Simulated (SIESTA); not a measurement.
VO2:

```xyz
6
Lattice="4.5072 0.0000 0.0000 0.0000 4.5072 0.0000 0.0000 0.0000 3.0444" Properties=species:S:1:pos:R:3 pbc="T T T"
V     2.2536    2.2536    1.5222
V     0.0000    0.0000    0.0000
O     0.9031    3.6041    1.5222
O     3.6041    0.9031    1.5222
O     3.1567    3.1567    0.0000
O     1.3505    1.3505    0.0000
```

The cell is a database's computed one.

Base run:

| Item | Value |
| --- | --- |
| Program | SIESTA 5.4.2 |
| Functional | PBE |
| Potentials or basis | PseudoDojo 0.4 standard (PBE files) |
| Basis | SZ (energy shift 0.003 Ry) |
| Grid cutoff | 800 Ry |
| Energy shift | 0.003 Ry |
| k mesh | 4 × 4 × 6 |
| Occupations | fermi-dirac, width 0.05 eV |
| Spin | collinear spin, ferromagnetic start |
| Starting moments | [2.0, 2.0, 0.0, 0.0, 0.0, 0.0] μB |

Its results: band gap on the k mesh none (metal or under the smearing width); pressure -12.1 GPa; net moment 2.00 μB per cell; site moments V +1.25; O -0.13 μB; largest force 0.199 eV/Å.

Question: After a change of settings the same cell gave: band gap on the k mesh none (metal or under the smearing width); pressure -5.7 GPa; net moment 2.00 μB per cell; site moments V +1.22; O -0.11 μB; largest force 0.228 eV/Å. Which change was it?
A. basis from SZ (energy shift 0.003 Ry) to DZ (energy shift 0.01 Ry); energy shift from 0.003 Ry to 0.01 Ry
B. basis from SZ (energy shift 0.003 Ry) to TZDP (energy shift 0.003 Ry; two zetas on semicore shells)
C. potentials or basis from PseudoDojo 0.4 standard (PBE files) to SG15 1.2 (PBE files) or PseudoDojo by element; basis from SZ (energy shift 0.003 Ry) to DZP (energy shift 0.003 Ry; two zetas on semicore shells)

Answer: C.

Caveats: the basis of atomic orbitals isn't converged, which shifts pressures, moduli and gaps; semilocal functionals often make such compounds metallic where correlation or magnetic order opens a gap, which also shifts bond lengths; the basis has no polarisation orbitals (some runs).
